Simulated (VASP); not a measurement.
Level of theory: AM05 GGA, VASP's PBE PAW potentials (set 64) (plane waves; VASP).

The input files of a VASP run:

File POSCAR:
```
MgF2
1
    4.6446839585     0.0000000000     0.0000000000
    0.0000000000     4.6446839585     0.0000000000
    0.0000000000     0.0000000000     3.0667351545
Mg F
2 4
Direct
  0.0000000000   0.0000000000   1.0000000000
  0.5000000000   0.5000000000   0.5000000000
  0.3030882768   0.3030882768   1.0000000000
  0.8030882768   0.1969117232   0.5000000000
  0.1969117232   0.8030882768   0.5000000000
  0.6969117232   0.6969117232   0.0000000000
```

**INCAR**
```
# general
SYSTEM=MgF2
PREC  =Accurate
ENCUT =520   # plane-wave cut-off (eV)
LREAL =.FALSE.
LASPH =.TRUE.   # aspherical one-centre terms

# electronic loop
EDIFF =1E-6   # SCF stop (eV)
NELM  =100   # most electronic steps
ALGO  =Normal   # blocked Davidson

# smearing
ISMEAR=0   # Gaussian
SIGMA =0.05

# functional
GGA   =AM   # AM05

# ions
IBRION=2
NSW   =60
ISIF  =3   # ions, shape and volume
EDIFFG=-0.02

# output
LWAVE =.FALSE.
LCHARG=.FALSE.
```

### KPOINTS
```
Automatic mesh
0
Gamma
5 5 7
0 0 0
```

POTCAR, in this order: Mg F (PBE.64 set). Program: vasp_std.

Output

**OSZICAR**
```
       N       E                     dE             d eps       ncg     rms          rms(c)
DAV:   1     0.203375634577E+03    0.20338E+03   -0.18330E+04  1000   0.151E+03
DAV:   2    -0.237479851875E+02   -0.22712E+03   -0.21908E+03  1276   0.337E+02
DAV:   3    -0.336970106589E+02   -0.99490E+01   -0.99156E+01  1124   0.732E+01
DAV:   4    -0.337662903088E+02   -0.69280E-01   -0.69264E-01  1092   0.694E+00
DAV:   5    -0.337667223477E+02   -0.43204E-03   -0.43201E-03  1104   0.564E-01    0.896E+00
DAV:   6    -0.316519007704E+02    0.21148E+01   -0.90002E+00  1100   0.229E+01    0.303E+00
DAV:   7    -0.316717703641E+02   -0.19870E-01   -0.95334E-02  1032   0.237E+00    0.188E+00
DAV:   8    -0.317066062132E+02   -0.34836E-01   -0.58314E-02  1076   0.277E+00    0.170E-01
DAV:   9    -0.317079219861E+02   -0.13158E-02   -0.35240E-03  1112   0.449E-01    0.734E-02
DAV:  10    -0.317082143172E+02   -0.29233E-03   -0.32403E-04  1072   0.153E-01    0.148E-02
DAV:  11    -0.317082202288E+02   -0.59115E-05   -0.50938E-05  1104   0.581E-02    0.124E-02
DAV:  12    -0.317082197522E+02    0.47659E-06   -0.22542E-05  1056   0.381E-02    0.287E-03
DAV:  13    -0.317082196530E+02    0.99135E-07   -0.83037E-07   644   0.777E-03
   1 F= -.31708220E+02 E0= -.31708220E+02  d E =-.317082E+02
       N       E                     dE             d eps       ncg     rms          rms(c)
DAV:   1    -0.317087017922E+02   -0.48204E-03   -0.70054E-02   976   0.245E+00    0.161E-01
DAV:   2    -0.317084229302E+02    0.27886E-03   -0.24890E-03  1108   0.426E-01    0.382E-02
DAV:   3    -0.317084023726E+02    0.20558E-04   -0.36455E-05  1052   0.566E-02    0.175E-02
DAV:   4    -0.317083951865E+02    0.71862E-05   -0.11368E-05  1104   0.375E-02    0.356E-03
DAV:   5    -0.317083951181E+02    0.68337E-07   -0.19189E-06   704   0.117E-02
   2 F= -.31708395E+02 E0= -.31708395E+02  d E =-.175465E-03
```

### OUTCAR
```
------------------------ aborting loop because EDIFF is reached ----------------------------------------
  FORCE on cell =-STRESS in cart. coord.  units (eV):
  Direction    XX          YY          ZZ          XY          YZ          ZX
  --------------------------------------------------------------------------------------
  Total        0.0241052      0.0241052     -0.0170324      0.0000000      0.0000000      0.0000000
  in kB        0.5831599      0.5831599     -0.4120520      0.0000000      0.0000000      0.0000000
  external PRESSURE =       0.2514226 kB  Pullay stress =       0.0000000 kB
  volume of cell :       66.23
      direct lattice vectors                 reciprocal lattice vectors
     4.647311692  0.000000000  0.000000000     0.215178165  0.000000000  0.000000000
     0.000000000  4.647311692  0.000000000    -0.000000000  0.215178165  0.000000000
     0.000000000  0.000000000  3.066411839     0.000000000  0.000000000  0.326114055
 POSITION                                       TOTAL-FORCE (eV/Angst)
 -----------------------------------------------------------------------------------
      0.00000      0.00000      0.00000         0.000000      0.000000      0.000000
      2.32366      2.32366      1.53321         0.000000      0.000000      0.000000
      1.40953      1.40953      3.06641         0.009919      0.009919      0.000000
      3.73318      0.91413      1.53321         0.009919     -0.009919      0.000000
      0.91413      3.73318      1.53321        -0.009919      0.009919      0.000000
      3.23778      3.23778      0.00000        -0.009919     -0.009919      0.000000
 -----------------------------------------------------------------------------------
    total drift:                                0.000000     -0.000000      0.000000
  FREE ENERGIE OF THE ION-ELECTRON SYSTEM (eV)
  ---------------------------------------------------
  free  energy   TOTEN  =       -31.7083951181 eV

  energy  without entropy=      -31.7083951181  energy(sigma->0) =      -31.70839512

 reached required accuracy - stopping structural energy minimisation
```
(Selected blocks of OUTCAR.)

### CONTCAR
```
MgF2
   1.00000000000000
     4.6473116922107831    0.0000000000000000    0.0000000000000000
     0.0000000000000000    4.6473116922107831    0.0000000000000000
     0.0000000000000000    0.0000000000000000    3.0664118385238961
  Mg              F
     2     4
Direct
     0.0000000000000000    0.0000000000000000    0.0000000000000000
     0.5000000000000000    0.5000000000000000    0.5000000000000000
     0.3032996148776878    0.3032996148776878    1.0000000000000000
     0.8032996148776878    0.1967003851223122    0.5000000000000000
     0.1967003851223122    0.8032996148776878    0.5000000000000000
     0.6967003851223122    0.6967003851223122    0.0000000000000000
```

The compound is MgF2 in the rutile structure. This run relaxes it. Symmetry was kept, so distortions that lower it aren't found. The start is the result of an earlier pass.
